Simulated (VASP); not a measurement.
# Mg (P6_3/mmc) in VASP: further runs

Runs on Mg. Level: PBE. Tasks: band structure.

Everything below comes from runs of VASP 6.6.1. Logs are shortened: lines on timing, memory, paths and dates and some standing lists are left out, and cuts for length are marked.

### 1 Starting point

The structure is hexagonal, space group P6_3/mmc (No. 194). Conventional cell: a = 3.209 Å, b = 3.209 Å, c = 5.210 Å, α = 90.00°, β = 90.00°, γ = 120.00°. Mg (site symmetry -6m2) is surrounded by 12 Mg at 3.20 to 3.21 Å.

### 2 Band structure, PBE

Contents of INCAR:

```
  PREC = Accurate
  ENCUT = 520
  EDIFF = 1E-6
  ISMEAR = -1
  SIGMA = 0.05
  LREAL = F
  LASPH = T
  NELM = 80
  ALGO = Normal
  ISIF = 2
  LWAVE = F
  LCHARG = F
  GGA = PE
```

Contents of KPOINTS:

```
Automatic mesh
0
Gamma
  10 10 5
```

Contents of POSCAR:

```
Mg
1.0
    3.2093000000      0.0000000000      0.0000000000
   -1.6046500000      2.7793353284      0.0000000000
    0.0000000000      0.0000000000      5.2103000000
Mg
2
Direct
    0.6666666667      0.3333333333      0.7500000000
    0.3333333333      0.6666666667      0.2500000000
```

Contents of KPOINTS_OPT:

```
path GMKGALHA,LM,KH
15
line-mode
reciprocal
 0.0000000000  0.0000000000  0.0000000000  G
 0.5000000000  0.0000000000  0.0000000000  M

 0.5000000000  0.0000000000  0.0000000000  M
 0.3333333333  0.3333333333  0.0000000000  K

 0.3333333333  0.3333333333  0.0000000000  K
 0.0000000000  0.0000000000  0.0000000000  G

 0.0000000000  0.0000000000  0.0000000000  G
 0.0000000000  0.0000000000  0.5000000000  A

 0.0000000000  0.0000000000  0.5000000000  A
 0.5000000000  0.0000000000  0.5000000000  L

 0.5000000000  0.0000000000  0.5000000000  L
 0.3333333333  0.3333333333  0.5000000000  H

 0.3333333333  0.3333333333  0.5000000000  H
 0.0000000000  0.0000000000  0.5000000000  A

 0.5000000000  0.0000000000  0.5000000000  L
 0.5000000000  0.0000000000  0.0000000000  M

 0.3333333333  0.3333333333  0.0000000000  K
 0.3333333333  0.3333333333  0.5000000000  H
```

Potentials or basis: VASP PAW PBE potentials, release 64 (Mg_pv).

The run is started by

```bash
> cat potpaw_PBE.64/Mg_pv/POTCAR > POTCAR
> mpirun -np 1 vasp_std > vasp.out
```

OUTCAR:

```text
PREC = Accurate
   ENCUT = 520
   EDIFF = 1E-6
   ISMEAR = -1
   LREAL = F
   LASPH = T
   NELM = 80
   ISIF = 2
   GGA = PE

 ion  position               nearest neighbor table
   1  0.667  0.333  0.750-
   2  0.333  0.667  0.250-

  LATTYP: Found a hexagonal cell.
 ALAT       =     3.2093000000
 C/A-ratio  =     1.6235004518

  Lattice vectors:

 A1 = (   3.2093000000,   0.0000000000,   0.0000000000)
 A2 = (  -1.6046500000,   2.7793353284,   0.0000000000)
 A3 = (   0.0000000000,   0.0000000000,   5.2103000000)

Analysis of symmetry for initial positions (statically):
=====================================================================
 Subroutine PRICEL returns:
 Original cell was already a primitive cell.

 Routine SETGRP: Setting up the symmetry group for a
 hexagonal supercell.

 Subroutine GETGRP returns: Found 24 space group operations
 (whereof 12 operations were pure point group operations)
 out of a pool of 24 trial point group operations.

The static configuration has the point symmetry D_3d.
 The point group associated with its full space group is D_6h.

Analysis of symmetry for dynamics (positions and initial velocities):
=====================================================================
 Subroutine PRICEL returns:
 Original cell was already a primitive cell.

 Routine SETGRP: Setting up the symmetry group for a
 hexagonal supercell.

 Subroutine GETGRP returns: Found 24 space group operations
 (whereof 12 operations were pure point group operations)
 out of a pool of 24 trial point group operations.

The dynamic configuration has the point symmetry D_3d.
 The point group associated with its full space group is D_6h.

 Subroutine INISYM returns: Found 24 space group operations
 (whereof 12 operations are pure point group operations),
 and found     1 'primitive' translations

----------------------------------------------------------------------------------------

                                     Primitive cell

  volume of cell :      46.4744

  direct lattice vectors                    reciprocal lattice vectors
     3.209300000  0.000000000  0.000000000     0.311594429  0.179899127  0.000000000
    -1.604650000  2.779335328  0.000000000     0.000000000  0.359798255  0.000000000
     0.000000000  0.000000000  5.210300000     0.000000000  0.000000000  0.191927528

  length of vectors
     3.209300000  3.209300000  5.210300000     0.359798255  0.359798255  0.191927528

  position of ions in fractional coordinates (direct lattice)
     0.666666667  0.333333333  0.750000000
     0.333333333  0.666666667  0.250000000

  ion indices of the primitive-cell ions
   primitive index   ion index
                 1           1
                 2           2

----------------------------------------------------------------------------------------

 KPOINTS: Automatic mesh

Automatic generation of k-mesh.
 Grid dimensions read from file:
 generate k-points for:   10   10    5

 Generating k-lattice:

  Cartesian coordinates                     Fractional coordinates (reciprocal lattice)
     0.031159443  0.017989913  0.000000000     0.100000000 -0.000000000  0.000000000
     0.000000000  0.035979825  0.000000000     0.000000000  0.100000000  0.000000000
     0.000000000  0.000000000  0.038385506     0.000000000  0.000000000  0.200000000

  Length of vectors
     0.035979825  0.035979825  0.038385506

  Shift w.r.t. Gamma in fractional coordinates (k-lattice)
     0.000000000  0.000000000  0.000000000

 Subroutine IBZKPT returns following result:
 ===========================================

 Found     42 irreducible k-points:

 Following reciprocal coordinates:
            Coordinates               Weight
  0.000000  0.000000  0.000000      1.000000
  0.100000  0.000000  0.000000      6.000000
  0.200000  0.000000  0.000000      6.000000
  0.300000  0.000000  0.000000      6.000000
  0.400000  0.000000  0.000000      6.000000
  0.500000  0.000000  0.000000      3.000000
[... 16 lines left out ...]
  0.300000  0.100000  0.200000     24.000000
  0.400000  0.100000  0.200000     24.000000
 [... further k-points ...]
   k-points           NKPTS =     42   k-points in BZ     NKDIM =     42   number of bands    NBANDS=     12
   number of dos      NEDOS =    301   number of ions     NIONS =      2
   total plane-waves  NPLWV =  23040
   dimension x,y,z NGX =    24 NGY =   24 NGZ =   40
   dimension x,y,z NGXF=    48 NGYF=   48 NGZF=   80
   ions per type =               2
   NGX,Y,Z   is equivalent  to a cutoff of  12.43, 12.43, 12.76 a.u.
   NGXF,Y,Z  is equivalent  to a cutoff of  24.86, 24.86, 25.53 a.u.
 SYSTEM =  unknown system
   PREC   = accura    normal or accurate (medium, high low for compatibility)
   ISTART =      0    job   : 0-new  1-cont  2-samecut
   ICHARG =      2    charge: 1-file 2-atom 10-const
   ISPIN  =      1    spin polarized calculation?
   LNONCOLLINEAR =      F non collinear calculations
   LSORBIT =      F    spin-orbit coupling
   LASPH  =      T    aspherical Exc in radial PAW
   ENCUT  =  520.0 eV  38.22 Ry    6.18 a.u.   5.97  5.97  9.69*2*pi/ulx,y,z
   NELM   =     80;   NELMIN=  2; NELMDL= -5     # of ELM steps
   EDIFF  = 0.1E-05   stopping-criterion for ELM
   LREAL  =      F    real-space projection
   EDIFFG = 0.1E-04   stopping-criterion for IOM
   NSW    =      0    number of steps for IOM
   IBRION =     -1    ionic relax: 0-MD 1-quasi-New 2-CG
   NFREE  =      0    steps in history (QN), initial steepest desc. (CG)
   ISIF   =      2    stress and relaxation
   ISYM   =      2    0-nonsym 1-usesym 2-fastsym
   POTIM  = 0.5000    time-step for ionic-motion
   TEBEG  =    0.0;   TEEND  =   0.0 temperature during run
   PSTRESS=    0.0 pullay stress
   NELECT =      16.0000    total number of electrons
   NUPDOWN=      -1.0000    fix difference up-down
   EMIN   =  10.00;   EMAX   =-10.00  energy-range for DOS
   EFERMI =   0.00;   METHOD = LEGACY
   ISMEAR =    -1;   SIGMA  =   0.05  broadening in eV -4-tet -1-fermi 0-gaus
   EFERMI_NEDOS =   21; number of points for ismear=-14 and -15
   IALGO  =     38    algorithm
   IMIX   =      4    mixing-type and parameters
     AMIX     =   0.40;   BMIX     =  1.00
     AMIX_MAG =   1.60;   BMIX_MAG =  1.00
  volume/ion in A,a.u.               =      23.24       156.81
  Fermi-wavevector in a.u.,A,eV,Ry     =   1.147388  2.168248 17.912048  1.316498
  Thomas-Fermi vector in A             =   2.284068
   LORBIT       =      0    0 simple, 1 ext, 2 COOP (PROOUT), +10 PAW based schemes
   GGA     = PE    functional components
   LHFCALC =     F    Hartree Fock is set to
   AEXX    =    0.0000 exact exchange contribution
   IVDW    =     0    specifies the selected vdW correction
   LEPSILON=     F    determine dielectric tensor
   LRPA    =     F    only Hartree local field effects (RPA)
 non-spin polarized calculation
  energy-cutoff  :      520.00
  volume of cell :       46.47
 maximum number of plane-waves:      1277
 NGX is ok and might be reduce to    24
   NGX = 11   NGY = 11   NGZ = 19

 number of electron      16.0000021 magnetization

 Free energy of the ion-electron system (eV)
  ---------------------------------------------------
  ext. energy  EPLUGINS =         0.00000000
  ---------------------------------------------------
  free energy    TOTEN  =        -3.00438860 eV

  energy without entropy =       -2.99246695  energy(sigma->0) =       -2.99842777

 E-fermi :   2.2954     XC(G=0):  -8.7559

 val. band max:        2.2476020342   @ k =   0.4000   0.1000   0.4000
 cond. band min:       2.3086380591   @ k =   0.2000   0.1000   0.0000
 fundamental gap:      0.0610360249
 Fermi energy:         2.2953950246

 k-point     1 :       0.0000    0.0000    0.0000
  band No.  band energies     occupation
      1     -40.5009      2.00000
      2     -40.4751      2.00000
      3     -40.4751      2.00000
      4     -40.4704      2.00000
      5     -40.4704      2.00000
      6     -40.4696      2.00000
      7      -4.6158      2.00000
      8       0.6121      2.00000
      9       1.0230      2.00000
     10      13.1355      0.00000
     11      13.1370      0.00000
     12      13.2317      0.00000

 k-point     2 :       0.1000    0.0000    0.0000
  band No.  band energies     occupation
      1     -40.5000      2.00000
      2     -40.4773      2.00000
      3     -40.4758      2.00000
      4     -40.4727      2.00000
      5     -40.4708      2.00000
      6     -40.4701      2.00000
      7      -4.4197      2.00000
      8       0.7902      2.00000
      9       1.2132      2.00000
     10      10.3551      0.00000
     11      11.7067      0.00000
     12      12.5046      0.00000

 k-point     3 :       0.2000    0.0000    0.0000
  band No.  band energies     occupation
      1     -40.4973      2.00000
      2     -40.4829      2.00000
      3     -40.4784      2.00000
      4     -40.4776      2.00000
      5     -40.4719      2.00000
      6     -40.4714      2.00000
      7      -3.8341      2.00000
      8       1.3248      2.00000
      9       1.7725      1.99994
     10       7.4012      0.00000
     11      10.5566      0.00000
     12      11.0268      0.00000
[... 286 lines left out ...]
 k-point    23 :       0.3000    0.1000    0.2000
  band No.  band energies     occupation
      1     -40.4954      2.00000
      2     -40.4909      2.00000
      3     -40.4861      2.00000
      4     -40.4810      2.00000
      5     -40.4762      2.00000
      6     -40.4746      2.00000
      7      -1.8851      2.00000
      8       1.2772      2.00000
      9       3.6837      0.00000
     10       5.5270      0.00000
     11       6.6120      0.00000
     12       7.7869      0.00000

 k-point    24 :       0.4000    0.1000    0.2000
  band No.  band energies     occupation
      1     -40.4981      2.00000
      2     -40.4941      2.00000
      3     -40.4853      2.00000
      4     -40.4819      2.00000
      5     -40.4778      2.00000
      6     -40.4758      2.00000
      7      -0.3805      2.00000
      8       1.4194      2.00000
      9       2.8658      0.00002
     10       4.5964      0.00000
     11       6.5363      0.00000
     12       7.5140      0.00000

 [... further k-points ...]
[... 5 lines left out ...]
  --------------------------------------------------------------------------------------
  -------------------------------------------------------------------------------------
  Total       -0.2562328     -0.2562328      0.0813197      0.0000000      0.0000000      0.0000000
  in kB       -8.8334691     -8.8334691      2.8034463      0.0000000      0.0000000      0.0000000
  external PRESSURE =      -4.9544973 kB  Pullay stress =       0.0000000 kB

 VOLUME and BASIS-vectors are now :
 -----------------------------------------------------------------------------
  energy-cutoff  :      520.00
  volume of cell :       46.47
      direct lattice vectors                 reciprocal lattice vectors
     3.209300000  0.000000000  0.000000000     0.311594429  0.179899127  0.000000000
    -1.604650000  2.779335328  0.000000000     0.000000000  0.359798255  0.000000000
     0.000000000  0.000000000  5.210300000     0.000000000  0.000000000  0.191927528

 POSITION                                       TOTAL-FORCE (eV/Angst)
 -----------------------------------------------------------------------------------
      1.60465      0.92645      3.90773        -0.000000     -0.000000      0.000000
     -0.00000      1.85289      1.30258         0.000000      0.000000      0.000000
 -----------------------------------------------------------------------------------
    total drift:                               -0.000000      0.000000      0.000000

  FREE ENERGIE OF THE ION-ELECTRON SYSTEM (eV)
  ---------------------------------------------------
  free  energy   TOTEN  =        -3.0043885955 eV

  energy  without entropy=       -2.9924669526  energy(sigma->0) =       -2.99842777
```

Wall time 38 s (1 thread of Intel Xeon Platinum 8559C (Emerald Rapids), shared host); peak memory 0.17 GiB.

What came out:

```
Free energy             : -3.0044 eV
Pressure                : -0.5 GPa
Band gap along the path : none (metal or under the smearing width)
```

Levels at the corners of the path, in eV from the Fermi level:
| point | band 6 | band 7 | band 8 | band 9 | band 10 | band 11 |
| --- | --- | --- | --- | --- | --- | --- |
| Γ | -42.77 | -6.91 | -1.68 | -1.27 | 10.84 | 10.84 |
| M | -42.77 | -2.15 | -2.14 | 2.62 | 2.99 | 3.22 |
| M | -42.77 | -2.15 | -2.14 | 2.62 | 2.99 | 3.22 |
| K | -42.78 | -0.63 | -0.62 | -0.62 | 4.08 | 4.08 |
| K | -42.78 | -0.63 | -0.62 | -0.62 | 4.08 | 4.08 |
| Γ | -42.77 | -6.91 | -1.68 | -1.27 | 10.84 | 10.84 |
| Γ | -42.77 | -6.91 | -1.68 | -1.27 | 10.84 | 10.85 |
| A | -42.77 | -5.53 | -5.53 | 4.97 | 4.97 | 11.58 |
| A | -42.77 | -5.53 | -5.53 | 4.97 | 4.97 | 11.58 |
| L | -42.77 | -1.11 | -1.11 | -0.48 | -0.48 | 7.96 |
| L | -42.77 | -1.11 | -1.11 | -0.48 | -0.48 | 7.96 |
| H | -42.77 | 0.18 | 0.18 | 0.65 | 0.65 | 1.49 |
| H | -42.77 | 0.18 | 0.18 | 0.65 | 0.65 | 1.49 |
| A | -42.77 | -5.53 | -5.53 | 4.97 | 4.97 | 11.58 |
| L | -42.77 | -1.11 | -1.11 | -0.48 | -0.48 | 7.96 |
| M | -42.77 | -2.15 | -2.14 | 2.62 | 2.99 | 3.22 |
| K | -42.78 | -0.63 | -0.62 | -0.62 | 4.08 | 4.08 |
| H | -42.77 | 0.18 | 0.18 | 0.65 | 0.65 | 1.49 |

(Part 1 of 2 ends here.)
